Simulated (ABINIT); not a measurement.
# MoS2 (R3m) in ABINIT: convergence with pawecutdg

Aim: find how far pawecutdg must go before the results for MoS2 settle, at PBEsol. This setting moves, with any that are tied to it; all else stays.

Program: ABINIT 10.8.3 (patched build). These are calculated values, not measurements. Logs are shortened: lines on timing, memory, paths and dates and some standing lists are left out, and cuts for length are marked. The log counts tension as positive stress, the text compression.

## (1) The crystal as given

It takes space group R3m (No. 160, trigonal). The conventional cell has a = 3.160 Å, b = 3.160 Å, c = 18.450 Å, α = 90.00°, β = 90.00°, γ = 120.00°. Mo (site symmetry 3m) has 6 S at 2.39 Å as nearest neighbours. S (site symmetry 3m) is surrounded by 3 Mo at 2.39 Å. S (site symmetry 3m) has 3 Mo at 2.39 Å as nearest neighbours.

Measurements of this composition are mostly on another form, of space group No. 194.

## (2) With pawecutdg 20.6

File run.abi:

```
# Pseudopotentials
pp_dirpath "./"
pseudos "Mo.GGA_PBE-JTH.xml, S.GGA_PBE-JTH.xml"

# Structure
acell 12.122417568 12.122417568 12.122417568
rprim
     0.2463013058     0.1422021252     0.9587044499
    -0.2463013058     0.1422021252     0.9587044499
     0.0000000000    -0.2844042504     0.9587044499
ntypat 2
znucl 42 16
natom 3
typat 1 2 2
xred
     0.0000000000     0.0000000000     0.0000000000
     0.4170000000     0.4170000000     0.4170000000
     0.2500000000     0.2500000000     0.2500000000

# Plane-wave basis
ecut 20.0
pawecutdg 20.6
pawxcdev 0

# k points
kptopt 1
ngkpt 10 10 10
nshiftk 1
shiftk 0.0 0.0 0.0

# Exchange and correlation
ixc -116133

# Bands and occupations
nband 17
occopt 7
tsmear 0.05 eV

# SCF cycle
nstep 100
tolvrs 1.0e-9

# Output
iomode 3
prtwf 0
prtden 0
prteig 0
prtebands 0
enunit 2
```

Potentials or basis: JTH PAW PBE v2.0.

Command:

```bash
$ abinit run.abi > log 2>&1
```

run.abo:

```text
.Version 10.8.3 of ABINIT
 Symmetries : space group R3 m (#160); Bravais hR (rhombohedral)
================================================================================
 Values of the parameters that define the memory need of the present run
     intxc =       0    ionmov =       0      iscf =      17    lmnmax =      18
     lnmax =       6     mgfft =      50  mpssoang =       3    mqgrid =    3001
     natom =       3  nloc_mem =       2    nspden =       1   nspinor =       1
    nsppol =       1      nsym =       6    n1xccc =       1    ntypat =       2
    occopt =       7   xclevel =       2
       mpw =        1553          nfft =      125000          nkpt =         116
 PAW method is used; the additional fine FFT grid is defined by:
   mgfftf=        50    nfftf =    125000
================================================================================
================================================================================

--------------------------------------------------------------------------------
------------- Echo of variables that govern the present computation ------------
--------------------------------------------------------------------------------
 -outvars: echo values of preprocessed input variables --------
            acell      1.2122417568E+01  1.2122417568E+01  1.2122417568E+01 Bohr
              amu      9.59400000E+01  3.20660000E+01
             ecut      2.00000000E+01 Hartree
           enunit           2
                       outvar_i_n : Printing only first  50 k-points.
              ixc     -116133
                       outvar_i_n : Printing only first  50 k-points.
         kptrlatt       10    0    0      0   10    0      0    0   10
          kptrlen      5.97153455E+01
            natom           3
            nband          17
            ngfft          50      50      50
          ngfftdg          50      50      50
             nkpt         116
            nstep         100
             nsym           6
           ntypat           2
                       prtocc : prtvol=0, do not print more k-points.
           occopt           7
        pawecutdg      2.06000000E+01 Hartree
         pawxcdev           0
           prtden           0
        prtebands           0
           prteig           0
            prtwf           0
            rprim      2.4630130580E-01  1.4220212520E-01  9.5870444990E-01
                      -2.4630130580E-01  1.4220212520E-01  9.5870444990E-01
                       0.0000000000E+00 -2.8440425040E-01  9.5870444990E-01
          spgroup         160
           tolvrs      1.00000000E-09
           tsmear      1.83746611E-03 Hartree
            typat      1  2  2
           useylm           1
                       outvars : Printing only first  50 k-points.
           xangst      0.0000000000E+00  0.0000000000E+00  0.0000000000E+00
                      -1.1976574431E-16  1.5818620022E-17  7.6936499945E+00
                       1.4896662889E-17 -8.1124549612E-18  4.6124999967E+00
            xcart      0.0000000000E+00  0.0000000000E+00  0.0000000000E+00
                      -2.2632445602E-16  2.9892859531E-17  1.4538891398E+01
                       2.8150613050E-17 -1.5330318085E-17  8.7163617495E+00
             xred      0.0000000000E+00  0.0000000000E+00  0.0000000000E+00
[... 149 lines left out ...]
    1     -0.00000000000000     0.00000000000000     0.08808651454157
    2      0.00000000000000    -0.00000000000000     0.20340560204001
    3      0.00000000000000     0.00000000000000    -0.29149211658158
 frms,max,avg= 1.2206589E-01 2.9149212E-01   0.000E+00  0.000E+00 -1.322E-03 e/A
 length scales= 12.122417568000 12.122417568000 12.122417568000 bohr
              =  6.414907113684  6.414907113684  6.414907113684 angstroms
 Fermi (or HOMO) energy (hartree) =   0.32629   Average Vxc (hartree)=  -0.40253
 Eigenvalues (hartree) for nkpt= 116  k points:
 kpt#   1, nband= 17, wtk=  0.00100, kpt=  0.0000  0.0000  0.0000 (reduced coord)
  -1.95022   -1.00176   -0.99302   -0.99302   -0.24666   -0.18242    0.05028    0.18176
   0.18176    0.22395    0.22395    0.26337    0.26561    0.38407    0.38407    0.40006
   0.40006
      occupation numbers for kpt#   1
   2.00000    2.00000    2.00000    2.00000    2.00000    2.00000    2.00000    2.00000
   2.00000    2.00000    2.00000    2.00000    2.00000    0.00000    0.00000    0.00000
   0.00000
 prteigrs : prtvol=0 or 1, do not print more k-points.

 Fermi (or HOMO) energy (eV) =   8.87892   Average Vxc (eV)= -10.95341
 Eigenvalues (   eV  ) for nkpt= 116  k points:
 kpt#   1, nband= 17, wtk=  0.00100, kpt=  0.0000  0.0000  0.0000 (reduced coord)
 -53.06823  -27.25915  -27.02143  -27.02143   -6.71209   -4.96395    1.36814    4.94604
   4.94604    6.09387    6.09387    7.16655    7.22761   10.45112   10.45112   10.88626
  10.88626
 prteigrs : prtvol=0 or 1, do not print more k-points.

--- !EnergyTerms
iteration_state     : {dtset: 1, }
comment             : Components of total free energy in Hartree
kinetic             :  1.86342418789735E+01
hartree             :  2.89086775761062E+01
xc                  : -1.12114429335502E+01
Ewald energy        : -5.94751985008541E+01
psp_core            :  2.47587189073749E+00
local_psp           : -8.15202343196641E+01
PAW spherical_terms :  1.26324233719726E+01
internal            : -8.95556610362788E+01
'-kT*entropy'       : -4.82229037032100E-18
total_energy        : -8.95556610362788E+01
total_energy_eV     : -2.43693368297233E+03
...

--- !EnergyTermsDC
iteration_state     : {dtset: 1, }
comment             : '"Double-counting" decomposition of free energy'
band_energy         : -8.19807549200893E+00
Ewald energy        : -5.94751985008541E+01
psp_core            :  2.47587189073749E+00
xc_dc               : -2.74648798744340E+01
PAW spherical_terms :  3.10662121398620E+00
internal            : -8.95556607625734E+01
'-kT*entropy'       : -4.82229037032100E-18
total_energy_dc     : -8.95556607625734E+01
total_energy_dc_eV  : -2.43693367552443E+03
...

--- !EnergyTermsWithPAWCore
iteration_state     : {dtset: 1, }
comment             : 'Components of total free energy, including PAW core contributions'
Total energy        : -4.84411095382645E+03
Total energy DC     : -4.84411095355275E+03
Total energy (eV)   : -1.31814974182959E+05
Total energy DC (eV): -1.31814974175511E+05
...

 Cartesian components of stress tensor (hartree/bohr^3)
  sigma(1 1)=  1.29014099E-05  sigma(3 2)=  0.00000000E+00
  sigma(2 2)=  1.29014104E-05  sigma(3 1)=  0.00000000E+00
  sigma(3 3)= -8.67517928E-05  sigma(2 1)=  0.00000000E+00

-Cartesian components of stress tensor (GPa)         [Pressure=  5.9773E-01 GPa]
- sigma(1 1)=  3.79572584E-01  sigma(3 2)=  0.00000000E+00
- sigma(2 2)=  3.79572599E-01  sigma(3 1)=  0.00000000E+00
- sigma(3 3)= -2.55232586E+00  sigma(2 1)=  0.00000000E+00

== END DATASET(S) ==============================================================
================================================================================

 -outvars: echo values of variables after computation  --------
            acell      1.2122417568E+01  1.2122417568E+01  1.2122417568E+01 Bohr
           etotal     -8.9555660763E+01
            fcart     -1.7630820381E-19  3.0506882815E-19  1.7130099742E-03
                       2.6943118460E-21 -5.9553105622E-19  3.9556091749E-03
                       1.7361389196E-19  2.9046222807E-19 -5.6686191491E-03
            rprim      2.4630130580E-01  1.4220212520E-01  9.5870444990E-01
                      -2.4630130580E-01  1.4220212520E-01  9.5870444990E-01
                       0.0000000000E+00 -2.8440425040E-01  9.5870444990E-01
           strten      1.2901409890E-05  1.2901410413E-05 -8.6751792759E-05
                       0.0000000000E+00  0.0000000000E+00  0.0000000000E+00
           xangst      0.0000000000E+00  0.0000000000E+00  0.0000000000E+00
                      -1.1976574431E-16  1.5818620022E-17  7.6936499945E+00
                       1.4896662889E-17 -8.1124549612E-18  4.6124999967E+00
             xred      0.0000000000E+00  0.0000000000E+00  0.0000000000E+00
                       4.1700000000E-01  4.1700000000E-01  4.1700000000E-01
                       2.5000000000E-01  2.5000000000E-01  2.5000000000E-01
 Calculation completed.
```

Run time: 5.3 min. Hardware: 1 thread of Arm Neoverse V1, shared host; peak memory 0.21 GiB.

What came out:

| Item | Value |
| --- | --- |
| Free energy | -2436.9337 eV |
| Pressure | 0.6 GPa |
| Largest force | 0.291 eV/Å |
| Band gap on the k mesh | 0.91 eV, indirect (least direct gap 1.96 eV) |
| Valence electrons inside the program's atomic spheres | Mo 11.31; S 3.60, 3.59 |

## (3) With pawecutdg 24

Edit run.abi of step 2 so:

```diff
@@ -21,3 +21,3 @@
 ecut 20.0
-pawecutdg 20.6
+pawecutdg 24.0
 pawxcdev 0
```

Potentials or basis: JTH PAW PBE v2.0.

Command:

```bash
$ abinit run.abi > log 2>&1
```

Wall time 5.3 min (1 thread of Arm Neoverse V1, shared host); peak memory 0.23 GiB.

The run converged. Its results:

- Free energy: -2436.9300 eV
- Pressure: 0.6 GPa
- Largest force: 0.289 eV/Å
- Band gap on the k mesh: 0.91 eV, indirect (least direct gap 1.96 eV)
- Valence electrons inside the program's atomic spheres: Mo 11.31; S 3.59, 3.60

## (4) With pawecutdg 30

Edit run.abi of step 3 so:

```diff
@@ -21,3 +21,3 @@
 ecut 20.0
-pawecutdg 24.0
+pawecutdg 30.0
 pawxcdev 0
```

Command:

```bash
$ abinit run.abi > log 2>&1
```

It took 5.2 min on 1 thread of Arm Neoverse V1, shared host; peak memory 0.25 GiB.

The run converged. Its results:

* Free energy: -2436.9305 eV
* Pressure: 0.6 GPa
* Largest force: 0.290 eV/Å
* Band gap on the k mesh: 0.91 eV, indirect (least direct gap 1.96 eV)
* Valence electrons inside the program's atomic spheres: Mo 11.31; S 3.59

## (5) With pawecutdg 36

Edit run.abi of step 4 so:

```diff
@@ -21,3 +21,3 @@
 ecut 20.0
-pawecutdg 30.0
+pawecutdg 36.0
 pawxcdev 0
```

Command:

```bash
$ abinit run.abi > log 2>&1
```

It took 5.3 min on 1 thread of Arm Neoverse V1, shared host; peak memory 0.3 GiB.

It converged, with:

| Property | Result |
| --- | --- |
| Free energy | -2436.9303 eV |
| Pressure | 0.6 GPa |
| Largest force | 0.289 eV/Å |
| Band gap on the k mesh | 0.91 eV, indirect (least direct gap 1.96 eV) |
| Valence electrons inside the program's atomic spheres | Mo 11.31; S 3.59 |

## (6) With pawecutdg 44

Edit run.abi of step 5 so:

```diff
@@ -21,3 +21,3 @@
 ecut 20.0
-pawecutdg 36.0
+pawecutdg 44.0
 pawxcdev 0
```

Potentials or basis: JTH PAW PBE v2.0.

Command:

```bash
$ abinit run.abi > log 2>&1
```

It took 5.3 min on 1 thread of Arm Neoverse V1, shared host; peak memory 0.32 GiB.

The run converged. Its results:

```
Free energy                                           : -2436.9302 eV
Pressure                                              : 0.6 GPa
Largest force                                         : 0.285 eV/Å
Band gap on the k mesh                                : 0.91 eV, indirect (least direct gap 1.96 eV)
Valence electrons inside the program's atomic spheres : Mo 11.31; S 3.59
```

## (7) With pawecutdg 54

Edit run.abi of step 6 so:

```diff
@@ -21,3 +21,3 @@
 ecut 20.0
-pawecutdg 44.0
+pawecutdg 54.0
 pawxcdev 0
```

Command:

```bash
$ abinit run.abi > log 2>&1
```

Wall time 5.3 min (1 thread of Arm Neoverse V1, shared host); peak memory 0.41 GiB.

It converged, with:

```yaml
Free_energy: -2436.9302 eV
Pressure: 0.6 GPa
Largest_force: 0.290 eV/Å
Band_gap_on_the_k_mesh: 0.91 eV, indirect (least direct gap 1.96 eV)
Valence_electrons_inside_the_program's_atomic_spheres: Mo 11.31; S 3.59
```

## (8) With pawecutdg 66

Edit run.abi of step 7 so:

```diff
@@ -21,3 +21,3 @@
 ecut 20.0
-pawecutdg 54.0
+pawecutdg 66.0
 pawxcdev 0
```

Command:

```bash
$ abinit run.abi > log 2>&1
```

It took 5.3 min on 1 thread of Arm Neoverse V1, shared host; peak memory 0.41 GiB.

It converged, with:

* Free energy: -2436.9302 eV
* Pressure: 0.6 GPa
* Largest force: 0.290 eV/Å
* Band gap on the k mesh: 0.91 eV, indirect (least direct gap 1.96 eV)
* Valence electrons inside the program's atomic spheres: Mo 11.31; S 3.59

## (9) The series at a glance

| pawecutdg | energy less the tightest run, at zero smearing (meV/atom) | pressure (GPa) | largest force (eV/Å) | SCF cycles | CPU time (s) | peak memory (GiB) |
| --- | --- | --- | --- | --- | --- | --- |
| 20.6 | -1.17 | 0.60 | 0.291 | 13 | 320 | 0.21 |
| 24 | 0.06 | 0.57 | 0.289 | 13 | 320 | 0.23 |
| 30 | -0.10 | 0.55 | 0.290 | 13 | 310 | 0.25 |
| 36 | -0.02 | 0.57 | 0.289 | 13 | 320 | 0.3 |
| 44 | -0.02 | 0.58 | 0.285 | 13 | 320 | 0.32 |
| 54 | 0.01 | 0.56 | 0.290 | 13 | 320 | 0.41 |
| 66 | 0.00 | 0.56 | 0.290 | 13 | 320 | 0.41 |

Against the tightest run, the energy stays within 1 meV/atom from 24 on; the pressure stays within 0.1 GPa from 20.6 on; the largest force stays within 0.005 eV/Å from 54 on. The tightest run that finished is the yardstick and may itself not be fully converged.

Caveats: the PAW data sets were made with another functional, which shifts forces and pressure a little.
